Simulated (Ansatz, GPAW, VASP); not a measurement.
## CoO: 3 runs at one level of theory

```
Co O
1.0
    -1.50800    1.50800    2.10725
     1.50800   -1.50800    2.10725
     1.50800    1.50800   -2.10725
Co O
1 1
Direct
  0.00000 0.00000 0.00000
  0.50000 0.50000 0.00000
```

Alike in all runs: task single point; functional PBE; k mesh 12 × 12 × 12; occupations gaussian, width 0.02 eV; collinear spin, ferromagnetic start; no spin-orbit coupling. Pressure is positive in compression and, in plane waves, holds the error of the finite cutoff.

| program and potentials | plane-wave cutoff (eV) | notes | band gap (eV) | pressure (GPa) | net moment per atom (μB) |
| --- | --- | --- | --- | --- | --- |
| Ansatz, all-electron LAPW, scalar-relativistic | - | - | no gap | -0.01 | 1.47 |
| VASP, PBE PAW files Co, O, 520 eV | 520 | - | no gap | -0.48 | 1.46 |
| GPAW, GPAW PAW data sets (gpaw-data 1.2.1) | 800 | - | no gap | 0.62 | 1.47 |

None finds a gap. The pressure spans -0.48 (VASP, PBE PAW files Co, O, 520 eV) to 0.62 GPa (GPAW, GPAW PAW data sets (gpaw-data 1.2.1)), with all-electron results at -0.01. The net moment per atom spans 1.46 (VASP, PBE PAW files Co, O, 520 eV) to 1.47 μB (GPAW, GPAW PAW data sets (gpaw-data 1.2.1)), with all-electron results at 1.47. The state is the one that the start led to, which needn't be the lowest.

Differences between rows come from potentials, basis sets and numerical settings, since the functional is the same but for its coding. Runs on potential files found faulty are left out.
